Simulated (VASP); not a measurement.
# TiN (Fm-3m) in VASP: settings compared

The runs below take TiN through optical spectrum, density of states, with PBE, LDA, PBEsol.

All numbers are computed with VASP 6.6.1; they aren't measurements. Logs are shortened: lines on timing, memory, paths and dates and some standing lists are left out, and cuts for length are marked.

## (1) The structure

It takes space group Fm-3m (No. 225, cubic). Conventional cell: a = 4.248 Å, b = 4.248 Å, c = 4.248 Å, α = 90.00°, β = 90.00°, γ = 90.00°. Ti (site symmetry m-3m) has 6 N at 2.12 Å as nearest neighbours. Around N (site symmetry m-3m) lie 6 Ti at 2.12 Å.

The cell was built by a generator and needn't be a form met in nature.

## (2) Optical spectrum, PBE

Contents of INCAR:

```
SYSTEM = TiN
ALGO = Normal ; CSHIFT = 0.1
EDIFF = 1E-7 ; ENCUT = 520
GGA = PE ; ISIF = 2
ISMEAR = 1 ; LASPH = .TRUE.
LCHARG = .FALSE. ; LOPTICS = .TRUE.
LREAL = .FALSE. ; LWAVE = .FALSE.
NEDOS = 2000 ; NELM = 100
PREC = Accurate ; SIGMA = 0.1
```

Contents of KPOINTS:

```
k-points
0
G
  26 26 26
  0 0 0
```

Contents of POSCAR:

```
TiN                                     
1.0
    0.0000000000      2.1242465341      2.1242465341
    2.1242465341      0.0000000000      2.1242465341
    2.1242465341      2.1242465341     -0.0000000000
  Ti              N             
     1     1
Direct
     0.0000000000000000    0.0000000000000000    0.0000000000000000
     0.5000000000000000    0.5000000000000000    0.5000000000000000
```

Potentials or basis: VASP PAW PBE potentials, release 64 (Ti_sv, N).

Launch:

```sh
$ cat potpaw_PBE.64/Ti_sv/POTCAR potpaw_PBE.64/N/POTCAR > POTCAR
$ mpirun -np 1 vasp_std > vasp.out
```

OUTCAR:

```text
SYSTEM = TiN
   EDIFF = 1E-7
   ENCUT = 520
   GGA = PE
   ISIF = 2
   ISMEAR = 1
   LASPH = .TRUE.
   LREAL = .FALSE.
   NELM = 100
   PREC = Accurate

 ion  position               nearest neighbor table
   1  0.000  0.000  0.000-   2 2.12   2 2.12   2 2.12   2 2.12   2 2.12   2 2.12
   2  0.500  0.500  0.500-   1 2.12   1 2.12   1 2.12   1 2.12   1 2.12   1 2.12

  LATTYP: Found a face centered cubic cell.
 ALAT       =     4.2484930682

  Lattice vectors:

 A1 = (   0.0000000000,   2.1242465341,   2.1242465341)
 A2 = (   2.1242465341,   0.0000000000,   2.1242465341)
 A3 = (   2.1242465341,   2.1242465341,   0.0000000000)

Analysis of symmetry for initial positions (statically):
=====================================================================
 Subroutine PRICEL returns:
 Original cell was already a primitive cell.

 Routine SETGRP: Setting up the symmetry group for a
 face centered cubic supercell.

 Subroutine GETGRP returns: Found 48 space group operations
 (whereof 48 operations were pure point group operations)
 out of a pool of 48 trial point group operations.

The static configuration has the point symmetry O_h .

Analysis of symmetry for dynamics (positions and initial velocities):
=====================================================================
 Subroutine PRICEL returns:
 Original cell was already a primitive cell.

 Routine SETGRP: Setting up the symmetry group for a
 face centered cubic supercell.

 Subroutine GETGRP returns: Found 48 space group operations
 (whereof 48 operations were pure point group operations)
 out of a pool of 48 trial point group operations.

The dynamic configuration has the point symmetry O_h .

 Subroutine INISYM returns: Found 48 space group operations
 (whereof 48 operations are pure point group operations),
 and found     1 'primitive' translations

----------------------------------------------------------------------------------------

                                     Primitive cell

  volume of cell :      19.1710

  direct lattice vectors                    reciprocal lattice vectors
     0.000000000  2.124246534  2.124246534    -0.235377576  0.235377576  0.235377576
     2.124246534  0.000000000  2.124246534     0.235377576 -0.235377576  0.235377576
     2.124246534  2.124246534  0.000000000     0.235377576  0.235377576 -0.235377576

  length of vectors
     3.004138258  3.004138258  3.004138258     0.407685921  0.407685921  0.407685921

  position of ions in fractional coordinates (direct lattice)
     0.000000000  0.000000000  0.000000000
     0.500000000  0.500000000  0.500000000

  ion indices of the primitive-cell ions
   primitive index   ion index
                 1           1
                 2           2

----------------------------------------------------------------------------------------

 KPOINTS: k-points

Automatic generation of k-mesh.
 Grid dimensions read from file:
 generate k-points for:   26   26   26

 Generating k-lattice:

  Cartesian coordinates                     Fractional coordinates (reciprocal lattice)
    -0.009052984  0.009052984  0.009052984     0.038461538  0.000000000  0.000000000
     0.009052984 -0.009052984  0.009052984     0.000000000  0.038461538  0.000000000
     0.009052984  0.009052984 -0.009052984     0.000000000  0.000000000  0.038461538
[... 87 lines left out ...]
   LRPA    =     F    only Hartree local field effects (RPA)
 non-spin polarized calculation
 Methfessel and Paxton  Order N= 1 SIGMA  =   0.10
  energy-cutoff  :      520.00
  volume of cell :       19.17
 maximum number of plane-waves:       534
   NGX = 11   NGY = 11   NGZ = 11

 number of electron      17.0000002 magnetization

 Free energy of the ion-electron system (eV)
  ---------------------------------------------------
  ext. energy  EPLUGINS =         0.00000000
  ---------------------------------------------------
  free energy    TOTEN  =       -19.63713699 eV

  energy without entropy =      -19.63725900  energy(sigma->0) =      -19.63717766

 E-fermi :  11.3858     XC(G=0): -12.9937

 val. band max:       11.3838714034   @ k =  -0.1923   0.1154   0.0385
 cond. band min:      11.3866464351   @ k =   0.2308   0.0385   0.0000
 fundamental gap:      0.0027750317
 Fermi energy:        11.3858021694

 k-point     1 :       0.0000    0.0000    0.0000
  band No.  band energies     occupation
      1     -46.4964      2.00000
      2     -22.4792      2.00000
      3     -22.4792      2.00000
      4     -22.4792      2.00000
      5      -5.6889      2.00000
      6       9.3462      2.00000
      7       9.3462      2.00000
      8       9.3462      2.00000
      9      10.7721      2.00000
     10      10.7721      2.00000
     11      10.7721      2.00000
     12      11.9549     -0.00000
[... 331 lines left out ...]
 k-point    24 :       0.3846    0.0385    0.0000
  band No.  band energies     occupation
      1     -46.4157      2.00000
      2     -23.0149      2.00000
      3     -22.5329      2.00000
      4     -22.5261      2.00000
      5      -3.7311      2.00000
      6       4.1287      2.00000
      7       6.1863      2.00000
      8       6.3133      2.00000
      9      12.4376     -0.00000
     10      12.7694     -0.00000
     11      13.0920     -0.00000
     12      16.1852      0.00000

 [... further k-points ...]

------------------------ aborting loop because EDIFF is reached ----------------------------------------

  FORCE on cell =-STRESS in cart. coord.  units (eV):
  Direction    XX          YY          ZZ          XY          YZ          ZX
  --------------------------------------------------------------------------------------
  -------------------------------------------------------------------------------------
  Total        0.0134217      0.0134217      0.0134217     -0.0000000     -0.0000000      0.0000000
  in kB        1.1216929      1.1216929      1.1216929     -0.0000000     -0.0000000      0.0000000
  external PRESSURE =       1.1216929 kB  Pullay stress =       0.0000000 kB

 VOLUME and BASIS-vectors are now :
 -----------------------------------------------------------------------------
  energy-cutoff  :      520.00
  volume of cell :       19.17
      direct lattice vectors                 reciprocal lattice vectors
     0.000000000  2.124246534  2.124246534    -0.235377576  0.235377576  0.235377576
     2.124246534  0.000000000  2.124246534     0.235377576 -0.235377576  0.235377576
     2.124246534  2.124246534  0.000000000     0.235377576  0.235377576 -0.235377576

 POSITION                                       TOTAL-FORCE (eV/Angst)
 -----------------------------------------------------------------------------------
      0.00000      0.00000      0.00000        -0.000000     -0.000000      0.000000
      2.12425      2.12425      2.12425         0.000000      0.000000      0.000000
 -----------------------------------------------------------------------------------
    total drift:                                0.000000     -0.000000     -0.000000

  FREE ENERGIE OF THE ION-ELECTRON SYSTEM (eV)
  ---------------------------------------------------
  free  energy   TOTEN  =       -19.6371369935 eV

  energy  without entropy=      -19.6372589974  energy(sigma->0) =      -19.63717766

 electrical conductivity sigma (Mega S m-1) (frequency dependency in vasprun.xml)
  --------------------------------------------------------------------------------------
       0.110       0.000      -0.000
       0.000       0.110       0.000
      -0.000       0.000       0.110

  frequency dependent IMAGINARY DIELECTRIC FUNCTION (independent particle, no local field effects) density-density
     E(ev)      X         Y         Z        XY        YZ        ZX
  --------------------------------------------------------------------------------------------------------------
     0.00000     0.00000     0.00000     0.00000     0.00000     0.00000     0.00000
     0.76319    10.90937    10.90937    10.90937     0.00000    -0.00000     0.00000
     1.52639     2.35073     2.35073     2.35073     0.00000    -0.00000     0.00000
     2.28958     2.12080     2.12080     2.12080    -0.00000    -0.00000     0.00000
     3.05278     4.21708     4.21708     4.21708    -0.00000    -0.00000    -0.00000
     3.81597     6.23059     6.23059     6.23059    -0.00000     0.00000     0.00000
[... 92 lines left out ...]
    74.79303     0.00023     0.00023     0.00023     0.00000    -0.00000     0.00000
    75.55623     0.00023     0.00023     0.00023     0.00000    -0.00000     0.00000

  frequency dependent      REAL DIELECTRIC FUNCTION (independent particle, no local field effects) density-density
     E(ev)        X           Y           Z          XY          YZ          ZX
  --------------------------------------------------------------------------------------------------------------
     0.00000    45.14902    45.14902    45.14902    -0.00000    -0.00000     0.00000
     0.76319     1.98431     1.98431     1.98431    -0.00000     0.00000     0.00000
     1.52639     4.30787     4.30787     4.30787     0.00000     0.00000     0.00000
     2.28958     6.77716     6.77716     6.77716    -0.00000    -0.00000     0.00000
     3.05278     8.43219     8.43219     8.43219    -0.00000     0.00000    -0.00000
     3.81597     6.69629     6.69629     6.69629    -0.00000    -0.00000     0.00000
[... 92 lines left out ...]
    74.79303     0.92486     0.92486     0.92486    -0.00000    -0.00000    -0.00000
    75.55623     0.92662     0.92662     0.92662    -0.00000    -0.00000    -0.00000

  frequency dependent IMAGINARY DIELECTRIC FUNCTION (independent particle, no local field effects) current-current
     E(ev)      X         Y         Z        XY        YZ        ZX
  --------------------------------------------------------------------------------------------------------------
     0.00000   209.79039   209.79039   209.79039    -0.00000    -0.00000     0.00000
     0.76319    10.99568    10.99568    10.99568     0.00000    -0.00000    -0.00000
     1.52639     2.77412     2.77412     2.77412    -0.00000    -0.00000     0.00000
     2.28958     2.62215     2.62215     2.62215     0.00000     0.00000    -0.00000
     3.05278     4.70399     4.70399     4.70399    -0.00000     0.00000    -0.00000
     3.81597     6.52720     6.52720     6.52720     0.00000     0.00000    -0.00000
[... 92 lines left out ...]
    74.79303     0.00003     0.00003     0.00003     0.00000     0.00000     0.00000
    75.55623     0.00003     0.00003     0.00003     0.00000     0.00000     0.00000

  frequency dependent      REAL DIELECTRIC FUNCTION (independent particle, no local field effects) current-current
     E(ev)        X           Y           Z          XY          YZ          ZX
  --------------------------------------------------------------------------------------------------------------
     0.00000    18.24073    18.24073    18.24073    -0.00000    -0.00000     0.00000
     0.76319    -0.13306    -0.13306    -0.13306     0.00000     0.00000     0.00000
     1.52639     4.16171     4.16171     4.16171     0.00000     0.00000    -0.00000
     2.28958     6.65960     6.65960     6.65960     0.00000     0.00000     0.00000
     3.05278     8.19222     8.19222     8.19222     0.00000     0.00000    -0.00000
     3.81597     6.39149     6.39149     6.39149     0.00000     0.00000    -0.00000
[... 92 lines left out ...]
    74.79303     0.92493     0.92493     0.92493    -0.00000    -0.00000    -0.00000
    75.55623     0.92669     0.92669     0.92669    -0.00000    -0.00000    -0.00000
```

Wall time 1.8 min (1 thread of Intel Xeon Platinum 8259CL at 2.50GHz (Skylake/Cascade Lake), shared host); peak memory 0.43 GiB.

Results:

| Quantity | Value |
| --- | --- |
| Free energy | -19.6371 eV |
| Pressure | 0.1 GPa |
| Band gap on the k mesh | none (metal or under the smearing width) |

Levels at points of the mesh, in eV from the Fermi level:
| k point | band 5 | band 6 | band 7 | band 8 | band 9 | band 10 | band 11 | band 12 |
| --- | --- | --- | --- | --- | --- | --- | --- | --- |
| (0.00, 0.00, 0.00) | -17.07 | -2.04 | -2.04 | -2.04 | -0.61 | -0.61 | -0.61 | 0.57 |
| (0.50, 0.00, 0.00) | -14.64 | -8.05 | -5.45 | -5.45 | 1.66 | 1.66 | 2.33 | 5.69 |
| (0.50, 0.50, 0.00) | -15.67 | -5.82 | -3.23 | -3.23 | -3.05 | 1.62 | 2.36 | 2.36 |

Dielectric function (mean over the directions given):
| energy (eV) | real part | imaginary part |
| --- | --- | --- |
| 0.31 | 18.78 | 24.10 |
| 1.30 | 3.18 | 3.43 |
| 2.37 | 6.91 | 2.18 |
| 3.36 | 7.51 | 5.47 |
| 4.43 | 6.82 | 6.19 |
| 5.42 | 3.64 | 8.60 |
| 6.49 | -0.26 | 9.59 |
| 7.56 | -1.47 | 6.30 |
| 8.55 | -2.79 | 5.19 |
| 9.62 | -3.42 | 1.38 |
| 10.61 | -1.95 | 0.45 |
| 11.68 | -0.99 | 0.13 |
| 12.67 | -0.45 | 0.06 |
| 13.74 | -0.05 | 0.03 |
| 14.81 | 0.27 | 0.03 |
| 15.80 | 0.47 | 0.22 |
| 16.87 | 0.63 | 0.53 |
| 17.86 | 0.22 | 0.13 |
| 18.93 | 0.46 | 0.02 |
| 20.00 | 0.59 | 0.01 |

Caveat: independent-particle spectra lack excitons; the intraband (Drude) part of a metal's response may be missing.

(Continued in part 2 of 3.)
